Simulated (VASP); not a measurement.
Ni, 1 atom in the cell. Symmetry: Pm-3m, No. 221, cubic system. Conventional cell: a = 2.413 Å, b = 2.413 Å, c = 2.413 Å, α = 90.00°, β = 90.00°, γ = 90.00°. Ni (site symmetry m-3m) is surrounded by 6 Ni at 2.41 Å. This isn't the form of Ni at room conditions, which is fcc.

- Program: VASP 6.6.1
- Task: single point
- Functional: RPBE
- Potentials or basis: VASP PAW PBE potentials, release 64 (Ni)
- Cutoff: 520 eV
- k mesh: 22 × 22 × 22
- Occupations: fermi-dirac, width 0.1 eV
- Spin: no spin polarisation
- Dipole correction: no
- Further INCAR settings: ALGO = Fast; EDIFF = 1e-06; NBANDS = 11

Potentials or basis: VASP PAW PBE potentials, release 64 (Ni).

Launch:

```console
$ cat potpaw_PBE.64/Ni/POTCAR > POTCAR
$ mpirun -np 1 vasp_std > vasp.out
```

Hardware: 1 thread of Intel(R) Xeon(R) 6975P-C (Granite Rapids) (shared host).

**Question.** Estimate the wall time of this run.

**Answer.** Run time: 17 s on 1 thread of Intel(R) Xeon(R) 6975P-C (Granite Rapids) (shared host), peak memory 0.16 GiB. Counts: scf iterations 14, k points 364.
